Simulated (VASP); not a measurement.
# NaCl (Fm-3m) in VASP: settings compared

Aim: see how the results for NaCl move with the level of theory and the settings. Levels: PBE, HSE06, r2SCAN, PBE0. Tasks: electrostatic potential.

Everything below comes from runs of VASP 6.6.1. Logs are shortened: lines on timing, memory, paths and dates and some standing lists are left out, and cuts for length are marked.

### 1 Starting point

The structure is cubic, space group Fm-3m (No. 225). The conventional cell has a = 5.696 Å, b = 5.696 Å, c = 5.696 Å, α = 90.00°, β = 90.00°, γ = 90.00°. Around Na (site symmetry m-3m) lie 6 Cl at 2.85 Å. Cl (site symmetry m-3m) is surrounded by 6 Na at 2.85 Å.

The cell was built by a generator and needn't be a form met in nature.

### 2 Electrostatic potential, PBE, non-collinear spin, zero start, spin-orbit coupling

The input, INCAR:

```
SYSTEM = NaCl
PREC = Accurate ; ENCUT = 520
EDIFF = 1E-6 ; ISMEAR = 0
SIGMA = 0.02 ; LREAL = .FALSE.
LASPH = .TRUE. ; NELM = 60
ALGO = Fast ; ISIF = 2
LWAVE = .FALSE. ; LCHARG = .TRUE.
LNONCOLLINEAR = .TRUE. ; MAGMOM = 0 0 0 0 0 0
LORBIT = 11 ; LSORBIT = .TRUE.
GGA_COMPAT = .FALSE. ; GGA = PE
LVHAR = .TRUE. ; KPAR = 4
```

The input, KPOINTS:

```
regular mesh
0
G
  8 8 8
  0 0 0
```

The input, POSCAR:

```
NaCl                                    
1.0
   -0.0000000000      2.8482305685      2.8482305685
    2.8482305685      0.0000000000      2.8482305685
    2.8482305685      2.8482305685     -0.0000000000
  Na              Cl            
     1     1
Direct
     1.0000000000000000    0.0000000000000000    0.0000000000000000
     0.5000000000000000    0.5000000000000000    0.5000000000000000
```

Potentials or basis: VASP PAW PBE potentials, release 64 (Na_pv, Cl).

Started as:

```sh
> cat potpaw_PBE.64/Na_pv/POTCAR potpaw_PBE.64/Cl/POTCAR > POTCAR
> mpirun -np 4 vasp_ncl > vasp.out
```

OUTCAR:

```text
SYSTEM = NaCl
   PREC = Accurate
   ENCUT = 520
   EDIFF = 1E-6
   ISMEAR = 0
   LREAL = .FALSE.
   LASPH = .TRUE.
   NELM = 60
   ISIF = 2
   LNONCOLLINEAR = .TRUE.
   LORBIT = 11
   LSORBIT = .TRUE.
   GGA = PE

 ion  position               nearest neighbor table
   1  0.000  0.000  0.000-
   2  0.500  0.500  0.500-

  LATTYP: Found a face centered cubic cell.
 ALAT       =     5.6964611370

  Lattice vectors:

 A1 = (   0.0000000000,   2.8482305685,   2.8482305685)
 A2 = (   2.8482305685,   0.0000000000,   2.8482305685)
 A3 = (   2.8482305685,   2.8482305685,   0.0000000000)

Analysis of symmetry for initial positions (statically):
=====================================================================
 Subroutine PRICEL returns:
 Original cell was already a primitive cell.

 Routine SETGRP: Setting up the symmetry group for a
 face centered cubic supercell.

 Subroutine GETGRP returns: Found 48 space group operations
 (whereof 48 operations were pure point group operations)
 out of a pool of 48 trial point group operations.

The static configuration has the point symmetry O_h .

Analysis of symmetry for dynamics (positions and initial velocities):
=====================================================================
 Subroutine PRICEL returns:
 Original cell was already a primitive cell.

 Routine SETGRP: Setting up the symmetry group for a
 face centered cubic supercell.

 Subroutine GETGRP returns: Found 48 space group operations
 (whereof 48 operations were pure point group operations)
 out of a pool of 48 trial point group operations.

The dynamic configuration has the point symmetry O_h .

Analysis of structural, dynamic, and magnetic symmetry:
=====================================================================
 Subroutine PRICEL returns:
 Original cell was already a primitive cell.

 Routine SETGRP: Setting up the symmetry group for a
 face centered cubic supercell.

 Subroutine GETGRP returns: Found 48 space group operations
 (whereof 48 operations were pure point group operations)
 out of a pool of 48 trial point group operations.

The overall configuration has the point symmetry O_h .

 Subroutine INISYM returns: Found 48 space group operations
 (whereof 48 operations are pure point group operations),
 and found     1 'primitive' translations

----------------------------------------------------------------------------------------

                                     Primitive cell

  volume of cell :      46.2121

  direct lattice vectors                    reciprocal lattice vectors
     0.000000000  2.848230569  2.848230569    -0.175547586  0.175547586  0.175547586
     2.848230569  0.000000000  2.848230569     0.175547586 -0.175547586  0.175547586
     2.848230569  2.848230569  0.000000000     0.175547586  0.175547586 -0.175547586

  length of vectors
     4.028006299  4.028006299  4.028006299     0.304057338  0.304057338  0.304057338

  position of ions in fractional coordinates (direct lattice)
     0.000000000  0.000000000  0.000000000
     0.500000000  0.500000000  0.500000000

  ion indices of the primitive-cell ions
   primitive index   ion index
                 1           1
                 2           2

----------------------------------------------------------------------------------------

 KPOINTS: regular mesh

Automatic generation of k-mesh.
 Grid dimensions read from file:
[... 80 lines left out ...]
   ISMEAR =     0;   SIGMA  =   0.02  broadening in eV -4-tet -1-fermi 0-gaus
   EFERMI_NEDOS =   21; number of points for ismear=-14 and -15
   IALGO  =     68    algorithm
   IMIX   =      4    mixing-type and parameters
     AMIX     =   0.40;   BMIX     =  1.00
     AMIX_MAG =   1.60;   BMIX_MAG =  1.00
  volume/ion in A,a.u.               =      23.11       155.93
  Fermi-wavevector in a.u.,A,eV,Ry     =   1.099510  2.077772 16.448374  1.208921
  Thomas-Fermi vector in A             =   2.235905
   LORBIT       =     11    0 simple, 1 ext, 2 COOP (PROOUT), +10 PAW based schemes
   GGA     = PE    functional components
   LHFCALC =     F    Hartree Fock is set to
   AEXX    =    0.0000 exact exchange contribution
   IVDW    =     0    specifies the selected vdW correction
   LEPSILON=     F    determine dielectric tensor
   LRPA    =     F    only Hartree local field effects (RPA)
 RMM-DIIS sequential band-by-band and
 Gauss-broadening in eV      SIGMA  =   0.02
  energy-cutoff  :      520.00
  volume of cell :       46.21
 maximum number of plane-waves:      2530
 NGX is ok and might be reduce to    30
   NGX = 15   NGY = 15   NGZ = 15

 number of electron      13.9999992 magnetization      -0.0000000     -0.0000000     -0.0000000

 number of electron      13.9999992 magnetization       0.0000000      0.0000000     -0.0000000

 number of electron      13.9999992 magnetization       0.0000000      0.0000000      0.0000000

 number of electron      13.9999992 magnetization       0.0000000     -0.0000000     -0.0000000

 Free energy of the ion-electron system (eV)
  ---------------------------------------------------
  ext. energy  EPLUGINS =         0.00000000
  ---------------------------------------------------
  free energy    TOTEN  =        -6.77966590 eV

  energy without entropy =       -6.77966590  energy(sigma->0) =       -6.77966590

 E-fermi :  -0.7230     XC(G=0):  -8.0391

 val. band max:       -0.8580951991   @ k =   0.0000   0.0000   0.0000
 cond. band min:       4.0937611811   @ k =   0.0000   0.0000   0.0000
 fundamental gap:      4.9518563802
 Fermi energy:        -0.7229985011

 k-point     1 :       0.0000    0.0000    0.0000
  band No.  band energies     occupation
      1     -21.8975      1.00000
      2     -21.8975      1.00000
      3     -21.7190      1.00000
      4     -21.7190      1.00000
      5     -21.7190      1.00000
      6     -21.7190      1.00000
[... 589 lines left out ...]
     21      10.7205      0.00000
     22      10.7205      0.00000

 [... further k-points ...]

------------------------ aborting loop because EDIFF is reached ----------------------------------------

  FORCE on cell =-STRESS in cart. coord.  units (eV):
  Direction    XX          YY          ZZ          XY          YZ          ZX
  --------------------------------------------------------------------------------------
  -------------------------------------------------------------------------------------
  Total       -0.0179770     -0.0179770     -0.0179770      0.0000000      0.0000000     -0.0000000
  in kB       -0.6232651     -0.6232651     -0.6232651      0.0000000      0.0000000     -0.0000000
  external PRESSURE =      -0.6232651 kB  Pullay stress =       0.0000000 kB

 VOLUME and BASIS-vectors are now :
 -----------------------------------------------------------------------------
  energy-cutoff  :      520.00
  volume of cell :       46.21
      direct lattice vectors                 reciprocal lattice vectors
     0.000000000  2.848230569  2.848230569    -0.175547586  0.175547586  0.175547586
     2.848230569  0.000000000  2.848230569     0.175547586 -0.175547586  0.175547586
     2.848230569  2.848230569  0.000000000     0.175547586  0.175547586 -0.175547586

 POSITION                                       TOTAL-FORCE (eV/Angst)
 -----------------------------------------------------------------------------------
      0.00000      0.00000      0.00000        -0.000000      0.000000     -0.000000
      2.84823      2.84823      2.84823         0.000000     -0.000000      0.000000
 -----------------------------------------------------------------------------------
    total drift:                                0.000000      0.000000      0.000000

  FREE ENERGIE OF THE ION-ELECTRON SYSTEM (eV)
  ---------------------------------------------------
  free  energy   TOTEN  =        -6.7796659034 eV

  energy  without entropy=       -6.7796659034  energy(sigma->0) =       -6.77966590

 Spin-Orbit-Coupling matrix elements

 Ion:    1  E_soc:     -0.0007326
 l=   1
     0.0000000    -0.0001221    -0.0001221
    -0.0001221     0.0000000    -0.0001221
    -0.0001221    -0.0001221     0.0000000
 l=   2
     0.0000000     0.0000000     0.0000000     0.0000000     0.0000000
     0.0000000     0.0000000     0.0000000     0.0000000     0.0000000
     0.0000000     0.0000000     0.0000000     0.0000000     0.0000000
     0.0000000     0.0000000     0.0000000     0.0000000     0.0000000
     0.0000000     0.0000000     0.0000000     0.0000000     0.0000000
 l=   3
     0.0000000     0.0000000     0.0000000     0.0000000     0.0000000     0.0000000     0.0000000
     0.0000000     0.0000000     0.0000000     0.0000000     0.0000000     0.0000000     0.0000000
     0.0000000     0.0000000     0.0000000     0.0000000     0.0000000     0.0000000     0.0000000
     0.0000000     0.0000000     0.0000000     0.0000000     0.0000000     0.0000000     0.0000000
     0.0000000     0.0000000     0.0000000     0.0000000     0.0000000     0.0000000     0.0000000
     0.0000000     0.0000000     0.0000000     0.0000000     0.0000000     0.0000000     0.0000000
     0.0000000     0.0000000     0.0000000     0.0000000     0.0000000     0.0000000     0.0000000

 Ion:    2  E_soc:     -0.0028250
 l=   1
     0.0000000    -0.0004708    -0.0004708
    -0.0004708     0.0000000    -0.0004708
    -0.0004708    -0.0004708     0.0000000
 l=   2
     0.0000000     0.0000000     0.0000000     0.0000000     0.0000000
     0.0000000     0.0000000     0.0000000     0.0000000     0.0000000
     0.0000000     0.0000000     0.0000000     0.0000000     0.0000000
     0.0000000     0.0000000     0.0000000     0.0000000     0.0000000
     0.0000000     0.0000000     0.0000000     0.0000000     0.0000000
 l=   3
     0.0000000     0.0000000     0.0000000     0.0000000     0.0000000     0.0000000     0.0000000
     0.0000000     0.0000000     0.0000000     0.0000000     0.0000000     0.0000000     0.0000000
     0.0000000     0.0000000     0.0000000     0.0000000     0.0000000     0.0000000     0.0000000
     0.0000000     0.0000000     0.0000000     0.0000000     0.0000000     0.0000000     0.0000000
     0.0000000     0.0000000     0.0000000     0.0000000     0.0000000     0.0000000     0.0000000
     0.0000000     0.0000000     0.0000000     0.0000000     0.0000000     0.0000000     0.0000000
     0.0000000     0.0000000     0.0000000     0.0000000     0.0000000     0.0000000     0.0000000

 total charge

# of ion       s       p       d       tot
------------------------------------------
    1        0.040   5.976   0.000   6.016
    2        1.588   3.579   0.000   5.167
--------------------------------------------------
tot          1.628   9.555   0.000  11.183

 magnetization (x)

# of ion       s       p       d       tot
------------------------------------------
    1        0.000   0.000   0.000   0.000
    2        0.000   0.000   0.000   0.000
--------------------------------------------------
tot          0.000   0.000   0.000   0.000

 magnetization (y)

# of ion       s       p       d       tot
------------------------------------------
    1        0.000  -0.000   0.000  -0.000
    2       -0.000   0.000   0.000  -0.000
--------------------------------------------------
tot         -0.000  -0.000   0.000  -0.000

 magnetization (z)

# of ion       s       p       d       tot
------------------------------------------
    1        0.000   0.000   0.000   0.000
    2       -0.000   0.000   0.000  -0.000
--------------------------------------------------
tot         -0.000   0.000   0.000  -0.000
```

It took 28 s on 4 MPI ranks of AMD EPYC 9R14 (Zen 4), shared host; peak memory 0.26 GiB.

What came out:

```
Free energy                                           : -6.7797 eV
Pressure                                              : -0.1 GPa
Net moment                                            : 0.00 μB per cell
Valence electrons inside the program's atomic spheres : Na 6.02; Cl 5.17
```

Moments on the atoms (μB; x, y, z):
```
Na  0.00 0.00 0.00
Cl  0.00 0.00 0.00
```

### 3 Electrostatic potential, HSE06

POSCAR is that of step 2.

The input, INCAR.step1:

```
SYSTEM = NaCl
PREC = Accurate ; ENCUT = 520
EDIFF = 1E-5 ; ISMEAR = 0
SIGMA = 0.02 ; LREAL = .FALSE.
LASPH = .TRUE. ; NELM = 60
ALGO = Normal ; ISIF = 2
LWAVE = .TRUE. ; GGA = PE
KPAR = 4
```

The input, INCAR.step2:

```
SYSTEM = NaCl
PREC = Accurate ; ENCUT = 520
EDIFF = 1E-6 ; ISMEAR = 0
SIGMA = 0.02 ; LREAL = .FALSE.
LASPH = .TRUE. ; NELM = 60
ALGO = Normal ; ISIF = 2
LWAVE = .FALSE. ; LCHARG = .TRUE.
GGA = PE ; LHFCALC = .TRUE.
HFSCREEN = 0.2 ; PRECFOCK = Fast
LVHAR = .TRUE. ; ISTART = 1
KPAR = 4
```

The input, KPOINTS:

```
regular mesh
0
G
  6 6 6
  0 0 0
```

Potentials or basis: VASP PAW PBE potentials, release 64 (Na_pv, Cl).

Started as:

```sh
> cat potpaw_PBE.64/Na_pv/POTCAR potpaw_PBE.64/Cl/POTCAR > POTCAR
> cp INCAR.step1 INCAR
> mpirun -np 4 vasp_std > vasp.out
> cp INCAR.step2 INCAR
> mpirun -np 4 vasp_std > vasp.out
```

Wall time 88 s (4 MPI ranks of AMD EPYC 9R14 (Zen 4), shared host); peak memory 0.24 GiB.

It converged, with:

```yaml
Free_energy: -7.8938 eV
Pressure: -0.5 GPa
Band_gap_on_the_k_mesh: 6.37 eV, direct
```

Levels at points of the mesh, in eV from the valence-band top:
```tsv
k point	band 5	band 6	band 7	band 8	band 9	band 10
(0.00, 0.00, 0.00)	0.00	0.00	0.00	6.37	12.60	12.60
(0.50, 0.00, 0.00)	-1.95	-0.27	-0.27	8.58	12.01	12.44
(0.50, 0.50, 0.00)	-1.70	-0.61	-0.61	8.92	9.45	12.69
```

Caveat: the PAW data sets were made with another functional, which shifts forces and pressure a little.

[end of part 1 of 2]
